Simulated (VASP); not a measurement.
# PtS2 (P-3m1) in VASP: notebook

One crystal, PtS2, is run at these levels: PBEsol; tasks: relaxation of cell and atoms.

Program: VASP 6.6.1. These are calculated values, not measurements. Logs are shortened: lines on timing, memory, paths and dates and some standing lists are left out, and cuts for length are marked.

**1. The crystal as given**

It takes space group P-3m1 (No. 164, trigonal). The conventional cell has a = 3.543 Å, b = 3.543 Å, c = 5.039 Å, α = 90.00°, β = 90.00°, γ = 120.00°. Pt (site symmetry -3m) has 6 S at 2.34 Å as nearest neighbours. S (site symmetry 3m) is surrounded by 3 Pt at 2.34 Å.

**2. Relaxation of cell and atoms, PBEsol**

File INCAR:

```
PREC = Accurate ; ENCUT = 520
EDIFF = 1E-7 ; ISMEAR = 0
SIGMA = 0.02 ; LREAL = False
LASPH = True ; NELM = 100
ALGO = Fast ; ISIF = 3
LWAVE = False ; LCHARG = False
GGA = PS ; IBRION = 2
NSW = 80 ; EDIFFG = -0.002
```

File KPOINTS:

```
regular mesh
0
Gamma
  12 12 6
```

File POSCAR:

```
PtS2
1.0
    3.5432000000      0.0000000000      0.0000000000
   -1.7716000000      3.0685012100      0.0000000000
    0.0000000000      0.0000000000      5.0388000000
Pt S
1 2
Direct
    0.0000000000      0.0000000000      0.0000000000
    0.3333333300      0.6666666700      0.2270000000
    0.6666666700      0.3333333300      0.7730000000
```

Potentials or basis: VASP PAW PBE potentials, release 64 (Pt, S).

Launch:

```
$ cat potpaw_PBE.64/Pt/POTCAR potpaw_PBE.64/S/POTCAR > POTCAR
$ mpirun -np 1 vasp_std > vasp.out
```

OUTCAR:

```text
PREC = Accurate
   ENCUT = 520
   EDIFF = 1E-7
   ISMEAR = 0
   LREAL = False
   LASPH = True
   NELM = 100
   ISIF = 3
   GGA = PS
   IBRION = 2
   NSW = 80
   EDIFFG = -0.002

 ion  position               nearest neighbor table
   1  0.000  0.000  0.000-   2 2.34   3 2.34   2 2.34   3 2.34   3 2.34   2 2.34
   2  0.333  0.667  0.227-   1 2.34   1 2.34   1 2.34
   3  0.667  0.333  0.773-   1 2.34   1 2.34   1 2.34

  LATTYP: Found a hexagonal cell.
 ALAT       =     3.5432000000
 C/A-ratio  =     1.4221043125

  Lattice vectors:

 A1 = (   3.5432000000,   0.0000000000,   0.0000000000)
 A2 = (  -1.7716000000,   3.0685012100,   0.0000000000)
 A3 = (   0.0000000000,   0.0000000000,   5.0388000000)

Analysis of symmetry for initial positions (statically):
=====================================================================
 Subroutine PRICEL returns:
 Original cell was already a primitive cell.

 Routine SETGRP: Setting up the symmetry group for a
 hexagonal supercell.

 Subroutine GETGRP returns: Found 12 space group operations
 (whereof 12 operations were pure point group operations)
 out of a pool of 24 trial point group operations.

The static configuration has the point symmetry D_3d.

Analysis of symmetry for dynamics (positions and initial velocities):
=====================================================================
 Subroutine PRICEL returns:
 Original cell was already a primitive cell.

 Routine SETGRP: Setting up the symmetry group for a
 hexagonal supercell.

 Subroutine GETGRP returns: Found 12 space group operations
 (whereof 12 operations were pure point group operations)
 out of a pool of 24 trial point group operations.

The dynamic configuration has the point symmetry D_3d.

 Subroutine INISYM returns: Found 12 space group operations
 (whereof 12 operations are pure point group operations),
 and found     1 'primitive' translations

----------------------------------------------------------------------------------------

                                     Primitive cell

  volume of cell :      54.7834

  direct lattice vectors                    reciprocal lattice vectors
     3.543200000  0.000000000  0.000000000     0.282230752  0.162946001  0.000000000
    -1.771600000  3.068501210  0.000000000     0.000000000  0.325892001  0.000000000
[... 125 lines left out ...]
 NGX is ok and might be reduce to    28
   NGX = 13   NGY = 13   NGZ = 19

--------------------------------------- Ionic step        1  -------------------------------------------

 number of electron      22.0000000 magnetization

 Free energy of the ion-electron system (eV)
  ---------------------------------------------------
  ext. energy  EPLUGINS =         0.00000000
  ---------------------------------------------------
  free energy    TOTEN  =       -16.93121210 eV

  energy without entropy =      -16.93121210  energy(sigma->0) =      -16.93121210

------------------------ aborting loop because EDIFF is reached ----------------------------------------

  FORCE on cell =-STRESS in cart. coord.  units (eV):
  Direction    XX          YY          ZZ          XY          YZ          ZX
  --------------------------------------------------------------------------------------
  -------------------------------------------------------------------------------------
  Total        2.1517154      2.1517154      1.9474601      0.0000000      0.0000000      0.0000000
  in kB       62.9283459     62.9283458     56.9547647      0.0000000      0.0000000      0.0000000
  external PRESSURE =      60.9371521 kB  Pullay stress =       0.0000000 kB
[... 92 lines left out ...]
  FREE ENERGIE OF THE ION-ELECTRON SYSTEM (eV)
  ---------------------------------------------------
  free  energy   TOTEN  =       -16.9810580539 eV

  energy  without entropy=      -16.9810580539  energy(sigma->0) =      -16.98105805

[... ionic steps 4 to 24 ...]

--------------------------------------- Ionic step       25  -------------------------------------------

 number of electron      21.9999997 magnetization

------------------------ aborting loop because EDIFF is reached ----------------------------------------
[... 69 lines left out ...]
--------------------------------------- Ionic step       27  -------------------------------------------

 number of electron      21.9999997 magnetization

 Free energy of the ion-electron system (eV)
  ---------------------------------------------------
  ext. energy  EPLUGINS =         0.00000000
  ---------------------------------------------------
  free energy    TOTEN  =       -16.99914424 eV

  energy without entropy =      -16.99914424  energy(sigma->0) =      -16.99914424

 E-fermi :   7.6107     XC(G=0): -11.0789

 val. band max:        7.4574218773   @ k =   0.0000   0.0000   0.0000
 cond. band min:       7.8129814582   @ k =  -0.0833   0.3333   0.3333
 fundamental gap:      0.3555595809
 Fermi energy:         7.6107141421

 k-point     1 :       0.0000    0.0000    0.0000
  band No.  band energies     occupation
      1      -8.3232      2.00000
      2      -5.0198      2.00000
      3      -0.0070      2.00000
      4       0.4152      2.00000
      5       0.4152      2.00000
      6       3.2921      2.00000
      7       3.2921      2.00000
      8       5.1293      2.00000
      9       6.0159      2.00000
     10       6.0159      2.00000
     11       7.4574      2.00000
     12       9.0121      0.00000
     13       9.0121      0.00000
     14      11.3187      0.00000
[... 401 lines left out ...]
      2      -5.4371      2.00000
      3       0.2128      2.00000
      4       0.6112      2.00000
      5       1.1686      2.00000
      6       2.5801      2.00000
      7       3.0958      2.00000
      8       4.3401      2.00000
      9       5.6094      2.00000
     10       6.0715      2.00000
     11       7.3409      2.00000
     12       8.5445      0.00000
     13       8.6204      0.00000
     14      12.4435      0.00000
     15      13.3323      0.00000

 [... further k-points ...]

------------------------ aborting loop because EDIFF is reached ----------------------------------------

  FORCE on cell =-STRESS in cart. coord.  units (eV):
  Direction    XX          YY          ZZ          XY          YZ          ZX
  --------------------------------------------------------------------------------------
  -------------------------------------------------------------------------------------
  Total        0.0038375      0.0038375      0.0043442      0.0000000      0.0000000      0.0000000
  in kB        0.1162472      0.1162472      0.1315981      0.0000000      0.0000000      0.0000000
  external PRESSURE =       0.1213642 kB  Pullay stress =       0.0000000 kB
[... 18 lines left out ...]
  FREE ENERGIE OF THE ION-ELECTRON SYSTEM (eV)
  ---------------------------------------------------
  free  energy   TOTEN  =       -16.9991442403 eV

  energy  without entropy=      -16.9991442403  energy(sigma->0) =      -16.99914424

 reached required accuracy - stopping structural energy minimisation
```

Wall time 9.7 min (1 thread of Intel Xeon 6975P-C (Granite Rapids), shared host); peak memory 0.25 GiB.

Results:

- Free energy: -16.9991 eV
- Relaxed volume: 17.63 Å³/atom
- Relaxed cell: a = 3.567 Å, b = 3.567 Å, c = 4.800 Å, α = 90.00°, β = 90.00°, γ = 120.00°
- Space group after relaxing (to 0.05 Å): P-3m1 (No. 164)
- Energy gained by relaxing: 22.6 meV/atom
- Ionic steps: 27
- Pressure after relaxing: 0.0 GPa
- Band gap on the k mesh: 0.36 eV, indirect (least direct gap 0.94 eV)

The path:
```tsv
step	energy change (eV)	largest force (eV/Å)	pressure (GPa)	volume (Å³)
1	0.0000	0.9306	6.09	54.78
2	0.1039	0.8630	-9.91	60.48
3	-0.0498	0.2026	-0.69	56.74
4	-0.0499	0.2192	-0.53	56.69
5	-0.0569	0.1303	-0.34	56.43
6	-0.0597	0.0258	-0.11	56.13
7	-0.0597	0.0293	-0.12	56.14
8	-0.0600	0.0406	-0.01	56.01
9	-0.0609	0.0742	0.32	55.63
10	-0.0617	0.1436	1.01	54.86
11	-0.0618	0.1435	1.01	54.85
12	-0.0619	0.1424	1.00	54.82
13	-0.0622	0.1401	0.98	54.76
14	-0.0627	0.1356	0.94	54.65
15	-0.0637	0.1272	0.86	54.42
16	-0.0654	0.1116	0.72	53.95
17	-0.0673	0.0856	0.52	53.02
18	-0.0620	0.0468	0.48	51.12
19	-0.0671	0.1019	0.62	52.74
20	-0.0671	0.0958	0.59	52.52
21	-0.0676	0.0538	0.17	52.73
22	-0.0677	0.0193	-0.17	52.90
23	-0.0677	0.0226	-0.13	52.88
24	-0.0678	0.0177	-0.10	52.88
25	-0.0679	0.0055	-0.02	52.89
26	-0.0679	0.0025	0.01	52.89
27	-0.0679	0.0019	0.01	52.89
```

Final structure:
```
Pt S
1.0
     3.56712    0.00000    0.00000
    -1.78356    3.08922    0.00000
     0.00000    0.00000    4.79962
Pt S
1 2
Cartesian
  0.0000 0.0000 0.0000
  0.0000 2.0595 1.1972
  1.7836 1.0297 3.6024
```

Caveat: the PAW data sets were made with another functional, which shifts forces and pressure a little; spin-orbit coupling is left out, which moves the levels of the heavy elements. A k mesh can miss the band edges.

**3. Relaxation of cell and atoms, PBEsol**

This run uses another cell than the first one, of 17.63 Å³/atom, 0.965 times its volume.

INCAR is that of step 2.

KPOINTS is that of step 2.

File POSCAR:

```
PtS2                                    
1.0
    3.5671209619      0.0000000000     -0.0000000000
   -1.7835604810      3.0892173707      0.0000000000
   -0.0000000000     -0.0000000000      4.7996169338
  Pt              S             
     1     2
Direct
     0.0000000000000000    0.0000000000000000    0.0000000000000000
     0.3333333300000021    0.6666666699999979    0.2494440591872058
     0.6666666699999979    0.3333333300000021    0.7505559408127941
```

Potentials or basis: VASP PAW PBE potentials, release 64 (Pt, S).

Launch:

```
$ cat potpaw_PBE.64/Pt/POTCAR potpaw_PBE.64/S/POTCAR > POTCAR
$ mpirun -np 1 vasp_std > vasp.out
```

It took 4.2 min on 1 thread of Intel Xeon 6975P-C (Granite Rapids), shared host; peak memory 0.24 GiB.

The run converged. Its results:

| Property | Result |
| --- | --- |
| Free energy | -16.9983 eV |
| Relaxed volume | 17.60 Å³/atom |
| Relaxed cell | a = 3.568 Å, b = 3.568 Å, c = 4.790 Å, α = 90.00°, β = 90.00°, γ = 120.00° |
| Space group after relaxing (to 0.05 Å) | P-3m1 (No. 164) |
| Energy gained by relaxing | 0.0 meV/atom |
| Ionic steps | 20 |
| Pressure after relaxing | 0.0 GPa |
| Band gap on the k mesh | 0.34 eV, indirect (least direct gap 0.94 eV) |

Final structure:
```
Pt S
1.0
     3.56775    0.00000    0.00000
    -1.78388    3.08977    0.00000
     0.00000    0.00000    4.78954
Pt S
1 2
Direct
  0.00000 0.00000 0.00000
  0.33333 0.66667 0.24989
  0.66667 0.33333 0.75011
```

Levels at points of the mesh, in eV from the valence-band top:
```tsv
k point	band 9	band 10	band 11	band 12	band 13	band 14
(0.00, 0.00, 0.00)	-1.46	-1.46	0.00	1.53	1.53	3.83
(0.50, 0.00, 0.00)	-3.51	-3.42	-2.82	0.99	2.40	5.23
(0.00, 0.00, 0.50)	-1.86	-1.86	-1.37	2.40	2.40	5.21
(0.50, 0.00, 0.50)	-3.16	-3.14	-1.52	1.13	1.81	4.89
```

Caveat: the PAW data sets were made with another functional, which shifts forces and pressure a little; spin-orbit coupling is left out, which moves the levels of the heavy elements. A k mesh can miss the band edges.
